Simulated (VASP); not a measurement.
Set up this calculation in VASP 6.6.1, as the native input.

- Task: density of states
- Functional: PBE
- Potentials or basis: VASP PAW PBE potentials, release 64 (Ga_d, Cu, Se)
- Cutoff: 520 eV
- k mesh: 10 × 10 × 10
- Occupations: methfessel-paxton, width 0.1 eV
- Spin: no spin polarisation
- k mesh for the DOS: 15 × 15 × 15
- Occupations for the DOS: tetrahedron
- Further INCAR settings: ALGO = Fast; EDIFF = 1e-06; NBANDS = 46

Crystal: GaCuSe2.

```
CELL_PARAMETERS angstrom
-2.78830 2.78830 5.54007
2.78830 -2.78830 5.54007
2.78830 2.78830 -5.54007
ATOMIC_POSITIONS crystal
Ga 0.50000 0.50000 0.00000
Ga 0.25000 0.75000 0.50000
Cu 0.00000 0.00000 0.00000
Cu 0.75000 0.25000 0.50000
Se 0.37500 0.36721 0.49221
Se 0.63279 0.12500 0.00779
Se 0.87500 0.88279 0.50779
Se 0.11721 0.62500 0.99221
```

These files were run (other wordings do the same):

POSCAR

```
GaCuSe2                                 
1.0
   -2.7882980071      2.7882980071      5.5400700783
    2.7882980071     -2.7882980071      5.5400700783
    2.7882980071      2.7882980071     -5.5400700783
  Ga              Cu              Se            
     2     2     4
Direct
     0.5000000000000000    0.5000000000000000    0.0000000000000000
     0.2500000000000000    0.7500000000000000    0.5000000000000000
     0.0000000000000000    0.0000000000000000    0.0000000000000000
     0.7500000000000000    0.2500000000000000    0.5000000000000000
     0.3750000000000000    0.3672140960340542    0.4922140960340542
     0.6327859039659458    0.1250000000000000    0.0077859039659458
     0.8750000000000000    0.8827859039659458    0.5077859039659458
     0.1172140960340542    0.6250000000000000    0.9922140960340542
```

INCAR.step1

```
SYSTEM = GaCuSe2
ALGO = Fast
EDIFF = 1E-6
ENCUT = 520
GGA = PE
ISIF = 2
ISMEAR = 1
KPAR = 4
LASPH = .True.
LCHARG = .True.
LMAXMIX = 4
LREAL = .False.
LWAVE = .False.
NBANDS = 46
NELM = 80
PREC = Accurate
SIGMA = 0.1
```

KPOINTS.step1

```
k-points
0
Gamma
  10 10 10
  0 0 0
```

INCAR.step2

```
SYSTEM = GaCuSe2
ALGO = Fast
EDIFF = 1E-6
ENCUT = 520
GGA = PE
ICHARG = 11
ISIF = 2
ISMEAR = -5
KPAR = 4
LASPH = .True.
LCHARG = .False.
LMAXMIX = 4
LORBIT = 10
LREAL = .False.
LWAVE = .False.
NBANDS = 46
NEDOS = 2001
NELM = 80
PREC = Accurate
SIGMA = 0.1
```

KPOINTS.step2

```
k-points
0
Gamma
  15 15 15
  0 0 0
```

Potentials or basis: VASP PAW PBE potentials, release 64 (Ga_d, Cu, Se).

Command:

```sh
$ cat potpaw_PBE.64/Ga_d/POTCAR potpaw_PBE.64/Cu/POTCAR potpaw_PBE.64/Se/POTCAR > POTCAR
$ cp INCAR.step1 INCAR
$ cp KPOINTS.step1 KPOINTS
$ mpirun -np 4 vasp_std > vasp.out
$ cp INCAR.step2 INCAR
$ cp KPOINTS.step2 KPOINTS
$ mpirun -np 4 vasp_std > vasp.out
```

Results of the run:

* Valence electrons inside the program's atomic spheres: Ga 11.62; Cu 10.02; Se 3.89

Wall time 13 min on 4 MPI ranks on Intel(R) Xeon(R) 6975P-C (Granite Rapids) (shared host), peak memory 1.8 GiB a rank.
